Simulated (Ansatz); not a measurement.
Crystal: BeTe.

```
Te Be
1.0
     0.00000    2.77000    2.77000
     2.77000    0.00000    2.77000
     2.77000    2.77000    0.00000
Te Be
1 1
Direct
  0.75000 0.75000 0.75000
  0.00000 0.00000 0.00000
```

```yaml
Program: Ansatz 0.2.0
Task: relaxation of cell and atoms
Functional: RPBE
Potentials_or_basis: Ansatz PAW
Cutoff: "420 eV (not typed: the program's choice for these potentials)"
k_mesh: 8 × 8 × 8
Occupations: fermi-dirac, width 0.05 eV
Spin: no spin polarisation
```

At the start: volume 21.25 Å³/atom.

**Question.** Where does the relaxation end?

**Answer.** It ends after 5 steps and the volume is 23.35 Å³/atom (+9.8 %); space group F-43m (No. 216, to 0.05 Å).

Step by step:
```
step  energy change (eV)  largest force (eV/Å)  volume (Å³)
   1              0.0000                0.0000        42.51
   2             -0.0668                0.0000        47.89
   3             -0.0716                0.0000        46.86
   4             -0.0717                0.0000        46.69
   5             -0.0724                0.0000        46.69
```

Final structure:
```
Te Be
1.0
     0.00000    2.85811    2.85811
     2.85811    0.00000    2.85811
     2.85811    2.85811    0.00000
Te Be
1 1
Direct
  0.75000 0.75000 0.75000
  0.00000 0.00000 0.00000
```

Caveat: the plane-wave basis is chosen anew once the cell has moved, so the energies of steps on either side of that aren't comparable; the PAW data sets come from PBE, with cores solved anew for the run's functional, which leaves a small shift of forces and pressure.
